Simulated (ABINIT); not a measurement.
GaAs:

```xyz
2
Lattice="0.0000 2.8268 2.8268 2.8268 0.0000 2.8268 2.8268 2.8268 0.0000" Properties=species:S:1:pos:R:3 pbc="T T T"
As    4.2403    4.2403    4.2403
Ga    0.0000    0.0000    0.0000
```

```yaml
Program: ABINIT 10.8.3 (patched build)
Task: relaxation of cell and atoms
Functional: PBE
Potentials_or_basis: JTH PAW PBE v2.0
Cutoff: 463 eV
k_mesh: 6 × 6 × 6
Occupations: fermi-dirac, width 0.05 eV
Spin: no spin polarisation
```

At the start: pressure 3.3 GPa; volume 22.59 Å³/atom.

**Question.** Where does the relaxation end?

**Answer.** Over 5 steps the energy falls by 11.3 meV/atom and the volume is 23.74 Å³/atom (+5.1 %); space group F-43m (No. 216, to 0.05 Å).

Step by step:
```
step  energy change (eV)  largest force (eV/Å)  pressure (GPa)  volume (Å³)
   1              0.0000                0.0000            3.34        45.18
   2             -0.0085                0.0000            2.58        45.64
   3             -0.0225                0.0000            0.22        47.30
   4             -0.0227                0.0000            0.02        47.46
   5             -0.0227                0.0000            0.00        47.48
```

Final structure:
```
As Ga
1.0
     0.00000    2.87402    2.87402
     2.87402    0.00000    2.87402
     2.87402    2.87402    0.00000
As Ga
1 1
Cartesian
  4.3110 4.3110 4.3110
  0.0000 0.0000 0.0000
```
